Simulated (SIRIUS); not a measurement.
# Sn (Immm) in SIRIUS: single point with X-only LDA

Aim: the single point of Sn with X-only LDA.

Program: SIRIUS 7.12.0. These are calculated values, not measurements. Logs are shortened: lines on timing, memory, paths and dates and some standing lists are left out, and cuts for length are marked. The log counts tension as positive stress, the text compression.

## Step 1: The cell of the first run

The structure is orthorhombic, space group Immm (No. 71). The conventional cell has a = 3.309 Å, b = 3.403 Å, c = 4.482 Å, α = 90.00°, β = 90.00°, γ = 90.00°. Around Sn (site symmetry mmm) lie 12 Sn at 3.26 to 3.40 Å.

This isn't the form of Sn at room conditions, which is tetragonal (white tin).

## Step 2: Single point, X-only LDA (cell squeezed)

Contents of sirius.json:

```json
{
  "control": {
    "processing_unit": "cpu",
    "std_evp_solver_name": "lapack",
    "gen_evp_solver_name": "lapack",
    "verbosity": 2,
    "print_forces": true,
    "ortho_rf": true,
    "use_second_variation": true,
    "rmt_max": 3.0,
    "num_bands_to_print": 17,
    "save_wf": true
  },
  "parameters": {
    "electronic_structure_method": "full_potential_lapwlo",
    "xc_functionals": ["XC_LDA_X"],
    "core_relativity": "dirac",
    "valence_relativity": "iora",
    "num_fv_states": 17,
    "smearing": "cold",
    "smearing_width": 0.0007349864,
    "pw_cutoff": 20,
    "gk_cutoff": 3.31,
    "lmax_apw": 10,
    "lmax_rho": 8,
    "lmax_pot": 8,
    "num_mag_dims": 0,
    "auto_rmt": 0,
    "ngridk": [11, 11, 11],
    "shiftk": [0, 0, 0],
    "num_dft_iter": 80,
    "energy_tol": 1e-07,
    "density_tol": 1e-05,
    "use_symmetry": true
  },
  "settings": {"tol_ne": 1e-10},
  "iterative_solver": {"type": "exact"},
  "mixer": {"type": "anderson", "beta": 0.5, "max_history": 8},
  "unit_cell": {
    "lattice_vectors": [
      [-3.1265795571, 3.2153278628, 4.2344900954],
      [3.1265795571, -3.2153278628, 4.2344900954],
      [3.1265795571, 3.2153278628, -4.2344900954]
    ],
    "atom_types": ["Sn"],
    "atom_files": {"Sn": "Sn.json"},
    "atoms": {"Sn": [[0.0, 0.0, 0.0]]}
  }
}
```

Contents of Sn.json:

```json
{
  "name": "tin",
  "symbol": "Sn",
  "number": 50,
  "mass": 118.71,
  "rmin": 1e-06,
  "rmt": 2.54,
  "nrmt": 800,
  "rinf": 17.22,
  "core": "1s2s2p3s3p3d",
  "valence": [
    {"basis": [{"enu": 0.07, "dme": 0, "n": 0, "auto": 0}, {"enu": 0.07, "dme": 1, "n": 0, "auto": 0}]},
    {"l": 0, "n": 1, "basis": [{"enu": 0.093, "dme": 0, "n": 0, "auto": 0}]},
    {"l": 1, "n": 2, "basis": [{"enu": 0.17, "dme": 0, "n": 0, "auto": 0}]},
    {"l": 2, "n": 3, "basis": [{"enu": 0.17, "dme": 0, "n": 0, "auto": 0}]},
    {"l": 3, "n": 4, "basis": [{"enu": 0.17, "dme": 0, "n": 0, "auto": 0}]}
  ],
  "lo": [
    {"l": 0, "basis": [{"enu": 0.093, "dme": 0, "n": 0, "auto": 0}, {"enu": 0.093, "dme": 1, "n": 0, "auto": 0}]},
    {
      "l": 0,
      "basis": [{"enu": -4.5845, "dme": 0, "n": 4, "auto": 1}, {"enu": -4.5845, "dme": 1, "n": 4, "auto": 1}]
    },
    {
      "l": 0,
      "basis": [{"enu": -4.5845, "dme": 1, "n": 4, "auto": 1}, {"enu": 0.093, "dme": 0, "n": 0, "auto": 0}]
    },
    {"l": 0, "basis": [{"enu": 0.093, "dme": 0, "n": 0, "auto": 0}, {"enu": 2.573, "dme": 0, "n": 0, "auto": 0}]},
    {"l": 1, "basis": [{"enu": 0.17, "dme": 0, "n": 0, "auto": 0}, {"enu": 0.17, "dme": 1, "n": 0, "auto": 0}]},
    {
      "l": 1,
      "basis": [{"enu": -2.9743, "dme": 0, "n": 4, "auto": 1}, {"enu": -2.9743, "dme": 1, "n": 4, "auto": 1}]
    },
    {
      "l": 1,
      "basis": [{"enu": -2.9743, "dme": 1, "n": 4, "auto": 1}, {"enu": 0.17, "dme": 0, "n": 0, "auto": 0}]
    },
    {"l": 1, "basis": [{"enu": 0.17, "dme": 0, "n": 0, "auto": 0}, {"enu": 3.022, "dme": 0, "n": 0, "auto": 0}]},
    {"l": 2, "basis": [{"enu": 0.17, "dme": 0, "n": 0, "auto": 0}, {"enu": 0.17, "dme": 1, "n": 0, "auto": 0}]},
    {
      "l": 2,
      "basis": [{"enu": -0.6416, "dme": 0, "n": 4, "auto": 1}, {"enu": -0.6416, "dme": 1, "n": 4, "auto": 1}]
    },
    {
      "l": 2,
      "basis": [{"enu": -0.6416, "dme": 1, "n": 4, "auto": 1}, {"enu": 0.17, "dme": 0, "n": 0, "auto": 0}]
    },
    {"l": 2, "basis": [{"enu": 0.17, "dme": 0, "n": 0, "auto": 0}, {"enu": 3.394, "dme": 0, "n": 0, "auto": 0}]},
    {"l": 3, "basis": [{"enu": 0.17, "dme": 0, "n": 0, "auto": 0}, {"enu": 0.17, "dme": 1, "n": 0, "auto": 0}]},
    {"l": 3, "basis": [{"enu": 0.17, "dme": 0, "n": 0, "auto": 0}, {"enu": 2.867, "dme": 0, "n": 0, "auto": 0}]}
  ],
  "free_atom": [... radial grid and density of the free atom, the start of the SCF ...]
}
```

Contents of sirius_start.json:

```json
{
  "control": {
    "processing_unit": "cpu",
    "std_evp_solver_name": "lapack",
    "gen_evp_solver_name": "lapack",
    "verbosity": 1,
    "print_forces": false,
    "ortho_rf": true,
    "use_second_variation": true,
    "rmt_max": 3.0,
    "num_bands_to_print": 17,
    "save_wf": false
  },
  "parameters": {
    "electronic_structure_method": "full_potential_lapwlo",
    "xc_functionals": ["XC_LDA_X", "XC_LDA_C_PW"],
    "core_relativity": "dirac",
    "valence_relativity": "iora",
    "num_fv_states": 17,
    "smearing": "fermi_dirac",
    "smearing_width": 0.0055123983,
    "pw_cutoff": 20,
    "gk_cutoff": 2.65,
    "lmax_apw": 10,
    "lmax_rho": 8,
    "lmax_pot": 8,
    "num_mag_dims": 0,
    "auto_rmt": 0,
    "ngridk": [4, 4, 4],
    "shiftk": [0, 0, 0],
    "num_dft_iter": 30,
    "energy_tol": 0.01,
    "density_tol": 0.05,
    "use_symmetry": true
  },
  "settings": {"tol_ne": 1e-10},
  "iterative_solver": {"type": "exact"},
  "mixer": {"type": "anderson", "beta": 0.5, "max_history": 8},
  "unit_cell": {
    "lattice_vectors": [
      [-3.1265795571, 3.2153278628, 4.2344900954],
      [3.1265795571, -3.2153278628, 4.2344900954],
      [3.1265795571, 3.2153278628, -4.2344900954]
    ],
    "atom_types": ["Sn"],
    "atom_files": {"Sn": "Sn.json"},
    "atoms": {"Sn": [[0.0, 0.0, 0.0]]}
  }
}
```

Potentials or basis: all-electron FP-LAPW, apw+lo standard.

The run is started by

```console
$ OMP_NUM_THREADS=1 sirius.scf --input=sirius_start.json --output=start.json
$ OMP_NUM_THREADS=1 sirius.scf --input=sirius.json --output=output.json --task=1
```

What it wrote:

```text
[info] SIRIUS version : 7.12.0
[info] number of MPI ranks           : 1
[info] MPI grid                      : 1 1
[info] maximum number of OMP threads : 1
[fft] FFT context for density and potential
[fft] =====================================
[fft]   plane wave cutoff                     : 20
[fft]   grid size                             : 45 45 45   total : 91125
[fft]   grid limits                           : -22 22   -22 22   -22 22
[fft]   number of G-vectors within the cutoff : 22989
[fft]   number of G-shells                    : 3175
[fft] FFT context for coarse grid
[fft] =====================================
[fft]   plane wave cutoff                     : 6.62
[fft]   grid size                             : 15 15 15   total : 3375
[fft]   grid limits                           : -7 7   -7 7   -7 7
[fft]   number of G-vectors within the cutoff : 841
[fft]   number of G-shells                    : 140
[unit cell] lattice vectors
[unit cell]   a1 :      -3.1265795571      3.2153278628      4.2344900954
[unit cell]   a2 :       3.1265795571     -3.2153278628      4.2344900954
[unit cell]   a3 :       3.1265795571      3.2153278628     -4.2344900954
[unit cell] reciprocal lattice vectors
[unit cell]   b1 :      -0.0000000000      0.9770675924      0.7419057744
[unit cell]   b2 :       1.0048017638      0.0000000000      0.7419057744
[unit cell]   b3 :       1.0048017638      0.9770675924      0.0000000000
[unit cell] unit cell volume :       170.27694927 [a.u.^3]
[unit cell] 1/sqrt(omega)    :         0.07663410
[unit cell] MT volume        :        68.64197317 (40.31%)
[unit cell] IT volume        :       101.63497610 (59.69%)
[unit cell] number of atom types : 1
[unit cell] type id : 0 symbol : Sn mt_radius :   2.540000 num_atoms : 1
[unit cell] total number of atoms : 1
[unit cell] number of symmetry classes : 1
[unit cell] atom id  type id  class id             position                      vector_field
[unit cell] ------------------------------------------------------------------------------------------
[unit cell]      0        0        0      0.00000   0.00000   0.00000      0.00000   0.00000   0.00000
[unit cell] atom id         position (Cartesian, a.u.)
[unit cell] ---------------------------------------------
[... 473 lines left out ...]
[diagonalize] ik:  212   -4.420347   -2.800516   -2.800435   -2.800393   -0.473279   -0.470602   -0.463661   -0.463277   -0.463145    0.029132    0.325438    0.377654    0.403653    0.513538    0.536215    1.014704    1.034561
[diagonalize] ik:  213   -4.420344   -2.800532   -2.800467   -2.800412   -0.473676   -0.471740   -0.463133   -0.461966   -0.461796    0.151990    0.180810    0.337313    0.357667    0.492638    0.567901    1.013875    1.087381
[diagonalize] ik:  214   -4.420344   -2.800534   -2.800464   -2.800403   -0.473777   -0.471695   -0.463128   -0.461934   -0.461681    0.150617    0.180534    0.317113    0.383489    0.514897    0.540449    1.016805    1.089187
[diagonalize] ik:  215   -4.420344   -2.800529   -2.800464   -2.800404   -0.473988   -0.471849   -0.463007   -0.461771   -0.461702    0.113183    0.216698    0.355548    0.381664    0.490349    0.520494    1.031814    1.107253
[find_efermi_generic] Newton iteration converged after 4 steps
[generate_core_charge_density] atom class : 0
[generate_core_charge_density]   n,l,k : 1 0 1  energy :       -1063.81071011
[generate_core_charge_density]   n,l,k : 2 0 1  energy :        -160.16909319
[generate_core_charge_density]   n,l,k : 2 1 1  energy :        -149.66164170
[generate_core_charge_density]   n,l,k : 2 1 2  energy :        -141.19799090
[generate_core_charge_density]   n,l,k : 3 0 1  energy :         -30.49487965
[generate_core_charge_density]   n,l,k : 3 1 1  energy :         -26.22025089
[generate_core_charge_density]   n,l,k : 3 1 2  energy :         -24.67518481
[generate_core_charge_density]   n,l,k : 3 2 2  energy :         -17.09095764
[generate_core_charge_density]   n,l,k : 3 2 3  energy :         -16.77165409
[find] Total energy                   :   -6168.97952904 (Ha),  -12337.95905809 (Ry)
[find] iteration : 1, RMS (target) : 8.3511e-03 (1.0000e-05) , energy difference (target) : -6.4811e-04 (1.0000e-07)
[find] Total energy                   :   -6168.97951235 (Ha),  -12337.95902470 (Ry)
[find] iteration : 2, RMS (target) : 1.9579e-03 (1.0000e-05) , energy difference (target) : 1.6694e-05 (1.0000e-07)
[find] Total energy                   :   -6168.97950897 (Ha),  -12337.95901795 (Ry)
[find] iteration : 3, RMS (target) : 2.9090e-04 (1.0000e-05) , energy difference (target) : 3.3754e-06 (1.0000e-07)
[find] Total energy                   :   -6168.97950972 (Ha),  -12337.95901944 (Ry)
[find] iteration : 4, RMS (target) : 2.1017e-05 (1.0000e-05) , energy difference (target) : -7.4564e-07 (1.0000e-07)
[... 10 lines left out ...]
[find] valence_eval_sum               :     -29.67389077
[find] core_eval_sum                  :   -3692.92988252
[find] kinetic energy                 :    6495.47776565
[find] enuc                           :   -7503.70544778
[find] <rho|V^{XC}>                   :    -206.84439907
[find] <rho|E^{XC}>                   :    -155.13329930
[find] <mag|B^{XC}>                   :       0.00000000
[find] <rho|V^{H}>                    :  -10011.23713987
[find] smearing (-TS)                 :       0.00000020
[find] SCF correction                 :       0.00004167
[find] Total energy                   :   -6168.97950970 (Ha),  -12337.95901940 (Ry)
[find] Free energy (E-TS)             :   -6168.97950950 (Ha),  -12337.95901900 (Ry)
[find] band gap (eV)                  :       0.00000000
[find] Efermi                         :       0.30930223
[find] iteration : 5, RMS (target) : 3.5151e-06 (1.0000e-05) , energy difference (target) : 2.1258e-08 (1.0000e-07)
[find] converged after 6 SCF iterations!
[find] Charges and magnetic moments
[find] --------------------------------------------------------------------------------
[find] atom      charge    core leakage
[find] --------------------------------------------------------------------------------
[find]    0   47.968140    8.222999e-11
[find] total core leakage    : 8.22299877e-11
[find] interstitial charge   : 2.031859
[find] total charge          : 49.999998
[find] Energy
[find] --------------------------------------------------------------------------------
[find] valence_eval_sum               :     -29.67389077
[find] core_eval_sum                  :   -3692.92988252
[find] kinetic energy                 :    6495.47776565
[find] enuc                           :   -7503.70544778
[find] <rho|V^{XC}>                   :    -206.84439907
[find] <rho|E^{XC}>                   :    -155.13329930
[find] <mag|B^{XC}>                   :       0.00000000
[find] <rho|V^{H}>                    :  -10011.23713987
[find] smearing (-TS)                 :       0.00000020
[find] SCF correction                 :       0.00004167
[find] Total energy                   :   -6168.97950970 (Ha),  -12337.95901940 (Ry)
[find] Free energy (E-TS)             :   -6168.97950950 (Ha),  -12337.95901900 (Ry)
[find] band gap (eV)                  :       0.00000000
[find] Efermi                         :       0.30930223
[ground_state]
[ground_state] ==== total Forces in Ha/bohr =====
[ground_state] atom:    0, force:       0.0000000      0.0000000      0.0000000
[ground_state] ==== contribution from density =====
[ground_state] atom:    0, force:       0.0000000      0.0000000      0.0000000
[ground_state] ==== contribution from Hartree potential =====
[ground_state] atom:    0, force:       0.0000000      0.0000000      0.0000000
[ground_state] ==== contribution from IBS =====
[ground_state] atom:    0, force:       0.0000000      0.0000000      0.0000000
```

It took 38 s on 1 thread of Arm Neoverse V1, shared host; peak memory 0.5 GiB.

Results:

* Free energy: -167866.4842 eV
* Band gap on the k mesh: none (metal or under the smearing width)
* All electrons inside the program's atomic spheres: Sn 47.97 (radii Sn 2.54 bohr)
